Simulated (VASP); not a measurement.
# Fe (Fm-3m) in VASP: single point with r2SCAN

Aim: the single point of Fe with r2SCAN.

All numbers are computed with VASP 6.6.1; they aren't measurements. Logs are shortened: lines on timing, memory, paths and dates and some standing lists are left out, and cuts for length are marked.

## 1. Starting point

The structure is cubic, space group Fm-3m (No. 225). The conventional cell has a = 3.555 Å, b = 3.555 Å, c = 3.555 Å, α = 90.00°, β = 90.00°, γ = 90.00°. Around Fe (site symmetry m-3m) lie 12 Fe at 2.51 Å.

This isn't the form of Fe at room conditions, which is bcc.

## 2. Single point, r2SCAN

POSCAR

```
Fe
1.0
   -1.7775000000     -1.7775000000     -3.5550000000
    1.7775000000     -1.7775000000      0.0000000000
   -1.7775000000     -1.7775000000      0.0000000000
Fe
2
Direct
    0.0000000000      0.0000000000      0.0000000000
    0.5000000000      0.5000000000      0.0000000000
```

INCAR.step1

```
ALGO = Normal
EDIFF = 1E-4
ENCUT = 520
GGA = PE
ISMEAR = -1
ISYM = 0
LASPH = True
LCHARG = False
LREAL = False
LWAVE = True
NBANDS = 15
NELM = 100
PREC = Accurate
SIGMA = 0.1
```

INCAR.step2

```
ALGO = Normal
EDIFF = 1E-6
ENCUT = 520
ISIF = 2
ISMEAR = -1
ISTART = 1
ISYM = 0
LASPH = True
LCHARG = False
LMIXTAU = True
LREAL = False
LWAVE = False
METAGGA = R2SCAN
NBANDS = 15
NELM = 100
PREC = Accurate
SIGMA = 0.1
```

KPOINTS

```
k-points
0
Gamma
  7 10 12
```

Potentials or basis: VASP PAW PBE potentials, release 64 (Fe).

Launch:

```bash
> cat potpaw_PBE.64/Fe/POTCAR > POTCAR
> cp INCAR.step1 INCAR
> mpirun -np 1 vasp_std > vasp.out
> cp INCAR.step2 INCAR
> mpirun -np 1 vasp_std > vasp.out
```

OUTCAR:

```text
EDIFF = 1E-6
   ENCUT = 520
   ISIF = 2
   ISMEAR = -1
   ISTART = 1
   ISYM = 0
   LASPH = True
   LREAL = False
   METAGGA = R2SCAN
   NELM = 100
   PREC = Accurate

 ion  position               nearest neighbor table
   1  0.000  0.000  0.000-   2 2.51   2 2.51   2 2.51   2 2.51   2 2.51   2 2.51   2 2.51   2 2.51

   2  0.500  0.500  0.000-   1 2.51   1 2.51   1 2.51   1 2.51   1 2.51   1 2.51   1 2.51   1 2.51

IMPORTANT INFORMATION: All symmetrisations will be switched off!
NOSYMM: (Re-)initialisation of all symmetry stuff for point group C_1.

----------------------------------------------------------------------------------------

                                     Primitive cell

  volume of cell :      22.4641

  direct lattice vectors                    reciprocal lattice vectors
    -1.777500000 -1.777500000 -3.555000000     0.000000000  0.000000000 -0.281293952
     1.777500000 -1.777500000  0.000000000     0.281293952 -0.281293952  0.000000000
    -1.777500000 -1.777500000  0.000000000    -0.281293952 -0.281293952  0.281293952

  length of vectors
     4.353968018  2.513764607  2.513764607     0.281293952  0.397809722  0.487215417

  position of ions in fractional coordinates (direct lattice)
     0.000000000  0.000000000  0.000000000
     0.500000000  0.500000000  0.000000000

  ion indices of the primitive-cell ions
   primitive index   ion index
                 1           1
                 2           2

----------------------------------------------------------------------------------------

 KPOINTS: k-points

Automatic generation of k-mesh.
 Grid dimensions read from file:
 generate k-points for:    7   10   12

 Generating k-lattice:

  Cartesian coordinates                     Fractional coordinates (reciprocal lattice)
     0.000000000  0.000000000 -0.040184850     0.142857143  0.000000000  0.000000000
     0.028129395 -0.028129395  0.000000000     0.000000000  0.100000000  0.000000000
    -0.023441163 -0.023441163  0.023441163     0.000000000  0.000000000  0.083333333

  Length of vectors
     0.040184850  0.039780972  0.040601285

  Shift w.r.t. Gamma in fractional coordinates (k-lattice)
     0.000000000  0.000000000  0.000000000

 -----------------------------------------------------------------------------
|                                                                             |
|           W    W    AA    RRRRR   N    N  II  N    N   GGGG   !!!           |
|           W    W   A  A   R    R  NN   N  II  NN   N  G    G  !!!           |
|           W    W  A    A  R    R  N N  N  II  N N  N  G       !!!           |
|           W WW W  AAAAAA  RRRRR   N  N N  II  N  N N  G  GGG   !            |
|           WW  WW  A    A  R   R   N   NN  II  N   NN  G    G                |
|           W    W  A    A  R    R  N    N  II  N    N   GGGG   !!!           |
|                                                                             |
|     Your reciprocal lattice and k-lattice belong to different lattice       |
|     classes:                                                                |
|                                                                             |
|        The reciprocal lattice is simple tetragonal,                         |
|        whereas your k-lattice is simple monoclinic.                         |
|                                                                             |
|     Results are often still useful ...                                      |
|                                                                             |
 -----------------------------------------------------------------------------

 WARNING: IBZKPT: internal override: KBLOWUP is changed to .FALSE.
      ... skipping the blow-up phase ...

 Subroutine IBZKPT returns following result:
 ===========================================

 Found    422 irreducible k-points:

 Following reciprocal coordinates:
            Coordinates               Weight
  0.000000  0.000000  0.000000      1.000000
  0.142857  0.000000  0.000000      2.000000
  0.285714  0.000000  0.000000      2.000000
  0.428571  0.000000  0.000000      2.000000
  0.000000  0.100000  0.000000      2.000000
  0.142857  0.100000  0.000000      2.000000
[... 16 lines left out ...]
 -0.428571  0.300000  0.000000      2.000000
 -0.285714  0.300000  0.000000      2.000000
 [... further k-points ...]
   k-points           NKPTS =    422   k-points in BZ     NKDIM =    422   number of bands    NBANDS=     15
   number of dos      NEDOS =    301   number of ions     NIONS =      2
   total plane-waves  NPLWV =  12800
   dimension x,y,z NGX =    32 NGY =   20 NGZ =   20
   dimension x,y,z NGXF=    64 NGYF=   40 NGZF=   40
   ions per type =               2
   NGX,Y,Z   is equivalent  to a cutoff of  12.22, 13.23, 13.23 a.u.
   NGXF,Y,Z  is equivalent  to a cutoff of  24.44, 26.45, 26.45 a.u.
 SYSTEM =  unknown system
   PREC   = accura    normal or accurate (medium, high low for compatibility)
   ISTART =      1    job   : 0-new  1-cont  2-samecut
   ICHARG =      0    charge: 1-file 2-atom 10-const
   ISPIN  =      1    spin polarized calculation?
   LNONCOLLINEAR =      F non collinear calculations
   LSORBIT =      F    spin-orbit coupling
   LASPH  =      T    aspherical Exc in radial PAW
   ENCUT  =  520.0 eV  38.22 Ry    6.18 a.u.   8.10  4.67  4.67*2*pi/ulx,y,z
   NELM   =    100;   NELMIN=  2; NELMDL=  0     # of ELM steps
   EDIFF  = 0.1E-05   stopping-criterion for ELM
   LREAL  =      F    real-space projection
   EDIFFG = 0.1E-04   stopping-criterion for IOM
   NSW    =      0    number of steps for IOM
   IBRION =     -1    ionic relax: 0-MD 1-quasi-New 2-CG
   NFREE  =      0    steps in history (QN), initial steepest desc. (CG)
   ISIF   =      2    stress and relaxation
   ISYM   =      0    0-nonsym 1-usesym 2-fastsym
   POTIM  = 0.5000    time-step for ionic-motion
   TEBEG  =    0.0;   TEEND  =   0.0 temperature during run
   PSTRESS=    0.0 pullay stress
   NELECT =      16.0000    total number of electrons
   NUPDOWN=      -1.0000    fix difference up-down
   EMIN   =  10.00;   EMAX   =-10.00  energy-range for DOS
   EFERMI =   0.00;   METHOD = LEGACY
   ISMEAR =    -1;   SIGMA  =   0.10  broadening in eV -4-tet -1-fermi 0-gaus
   EFERMI_NEDOS =   21; number of points for ismear=-14 and -15
   IALGO  =     38    algorithm
   IMIX   =      4    mixing-type and parameters
     AMIX     =   0.40;   BMIX     =  1.00
     AMIX_MAG =   1.60;   BMIX_MAG =  1.00
  volume/ion in A,a.u.               =      11.23        75.80
  Fermi-wavevector in a.u.,A,eV,Ry     =   1.462015  2.762808 29.082296  2.137488
  Thomas-Fermi vector in A             =   2.578279
   LORBIT       =      0    0 simple, 1 ext, 2 COOP (PROOUT), +10 PAW based schemes
   METAGGA = R2SCAN    functional components
   LHFCALC =     F    Hartree Fock is set to
   AEXX    =    0.0000 exact exchange contribution
   IVDW    =     0    specifies the selected vdW correction
   LEPSILON=     F    determine dielectric tensor
   LRPA    =     F    only Hartree local field effects (RPA)
 non-spin polarized calculation
  energy-cutoff  :      520.00
  volume of cell :       22.46
 maximum number of plane-waves:       618
   NGX = 17   NGY =  9   NGZ =  9

 number of electron      16.0000005 magnetization

 Free energy of the ion-electron system (eV)
  ---------------------------------------------------
  ext. energy  EPLUGINS =         0.00000000
  ---------------------------------------------------
  free energy    TOTEN  =       -27.01031602 eV

  energy without entropy =      -26.88090481  energy(sigma->0) =      -26.94561041

 E-fermi :   5.6529     XC(G=0): -14.3899

 val. band max:        5.6522786016   @ k =   0.1429   0.4000   0.5000
 cond. band min:       5.6549820050   @ k =  -0.1429   0.0000   0.0833
 fundamental gap:      0.0027034034
 Fermi energy:         5.6529204614

 k-point     1 :       0.0000    0.0000    0.0000
  band No.  band energies     occupation
      1      -3.1197      2.00000
      2       1.1141      2.00000
      3       1.8388      2.00000
      4       4.2059      2.00000
      5       4.2061      2.00000
      6       4.2062      2.00000
      7       5.5689      1.39685
      8       5.5695      1.39438
      9       6.4899      0.00046
     10       6.8014      0.00002
     11       6.8017      0.00002
     12       8.7182      0.00000
     13      16.7553      0.00000
     14      21.7005      0.00000
     15      21.7008      0.00000

 k-point     2 :       0.1429    0.0000    0.0000
  band No.  band energies     occupation
      1      -2.8392      2.00000
      2       1.1478      2.00000
      3       1.9435      2.00000
      4       4.0741      2.00000
      5       4.3015      2.00000
      6       4.3018      2.00000
      7       5.4510      1.76556
      8       5.6129      1.19770
      9       6.4425      0.00074
     10       6.6229      0.00012
     11       6.6232      0.00012
     12       7.6489      0.00000
     13      18.2322      0.00000
     14      22.1546      0.00000
     15      22.1549      0.00000

 k-point     3 :       0.2857    0.0000    0.0000
  band No.  band energies     occupation
      1      -2.0304      2.00000
      2       1.0824      2.00000
      3       2.2428      2.00000
      4       3.7137      2.00000
      5       4.5822      1.99996
      6       4.5824      1.99996
      7       5.1387      1.98838
      8       5.7368      0.60361
      9       5.8462      0.25283
     10       6.1636      0.01204
     11       6.1639      0.01201
     12       6.3108      0.00277
     13      21.3400      0.00000
     14      23.4296      0.00000
     15      23.4299      0.00000

 k-point     4 :       0.4286    0.0000    0.0000
  band No.  band energies     occupation
      1      -0.8210      2.00000
      2       0.4295      2.00000
      3       2.6920      2.00000
      4       3.2159      2.00000
      5       4.7928      1.99963
      6       4.8163      1.99954
      7       5.0258      1.99623
      8       5.0261      1.99621
      9       5.5836      1.33356
     10       5.5838      1.33231
     11       5.9183      0.13152
     12       6.1231      0.01799
     13      24.7750      0.00000
     14      25.3312      0.00000
     15      25.3315      0.00000
[... 307 lines left out ...]
 k-point    22 :       0.4286    0.3000    0.0000
  band No.  band energies     occupation
      1       0.6113      2.00000
      2       1.3355      2.00000
      3       3.5313      2.00000
      4       3.8500      2.00000
      5       4.0929      2.00000
      6       4.2184      2.00000
      7       4.3770      1.99999
      8       4.5613      1.99996
      9       6.1782      0.01042
     10       6.2707      0.00414
     11       6.5284      0.00032
     12       7.2848      0.00000
     13      15.9214      0.00000
     14      17.5209      0.00000
     15      26.1724      0.00000

 k-point    23 :      -0.4286    0.3000    0.0000
  band No.  band energies     occupation
      1       0.6113      2.00000
      2       1.3355      2.00000
      3       3.5313      2.00000
      4       3.8500      2.00000
      5       4.0929      2.00000
      6       4.2184      2.00000
      7       4.3770      1.99999
      8       4.5613      1.99996
      9       6.1782      0.01042
     10       6.2707      0.00414
     11       6.5284      0.00032
     12       7.2848      0.00000
     13      15.9214      0.00000
     14      17.5209      0.00000
     15      26.1724      0.00000

 k-point    24 :      -0.2857    0.3000    0.0000
  band No.  band energies     occupation
      1      -0.1141      2.00000
      2       1.9102      2.00000
      3       3.0076      2.00000
      4       3.7442      2.00000
      5       4.0569      2.00000
      6       4.3793      1.99999
      7       4.3801      1.99999
      8       4.8981      1.99895
      9       5.8693      0.20605
     10       5.9152      0.13535
     11       6.5864      0.00018
     12       9.1547      0.00000
     13      14.6831      0.00000
     14      19.4824      0.00000
     15      22.9698      0.00000

 [... further k-points ...]

------------------------ aborting loop because EDIFF is reached ----------------------------------------

  FORCE on cell =-STRESS in cart. coord.  units (eV):
  Direction    XX          YY          ZZ          XY          YZ          ZX
  --------------------------------------------------------------------------------------
  -------------------------------------------------------------------------------------
  Total       -3.9709072     -3.9709074     -4.0222089     -0.0312654     -0.0023740     -0.0023741
  in kB     -283.2119004   -283.2119152   -286.8708258     -2.2299002     -0.1693203     -0.1693259
  external PRESSURE =    -284.4315471 kB  Pullay stress =       0.0000000 kB

 VOLUME and BASIS-vectors are now :
 -----------------------------------------------------------------------------
  energy-cutoff  :      520.00
  volume of cell :       22.46
      direct lattice vectors                 reciprocal lattice vectors
    -1.777500000 -1.777500000 -3.555000000     0.000000000  0.000000000 -0.281293952
     1.777500000 -1.777500000  0.000000000     0.281293952 -0.281293952  0.000000000
    -1.777500000 -1.777500000  0.000000000    -0.281293952 -0.281293952  0.281293952

 POSITION                                       TOTAL-FORCE (eV/Angst)
 -----------------------------------------------------------------------------------
      0.00000      0.00000      0.00000        -0.000000      0.000000     -0.000000
      0.00000     -1.77750     -1.77750         0.000000     -0.000000      0.000000
 -----------------------------------------------------------------------------------
    total drift:                               -0.000000      0.000000     -0.000000

  FREE ENERGIE OF THE ION-ELECTRON SYSTEM (eV)
  ---------------------------------------------------
  free  energy   TOTEN  =       -27.0103160208 eV

  energy  without entropy=      -26.8809048063  energy(sigma->0) =      -26.94561041
```

It took 2.9 min on 1 thread of Intel Xeon Platinum 8488C (Sapphire Rapids), shared host; peak memory 0.24 GiB.

Results:

```
Free energy            : -27.0103 eV
Pressure               : -28.4 GPa
Band gap on the k mesh : none (metal or under the smearing width)
```

Caveat: a pressure of tens of GPa on the cell as given is suspect, and the run, the potentials or the cell itself is likely at fault; the PAW data sets were made with another functional, which shifts forces and pressure a little; the real-space grid breaks the cell's symmetry a little; the run has no spin polarisation, though such a crystal can be magnetic.
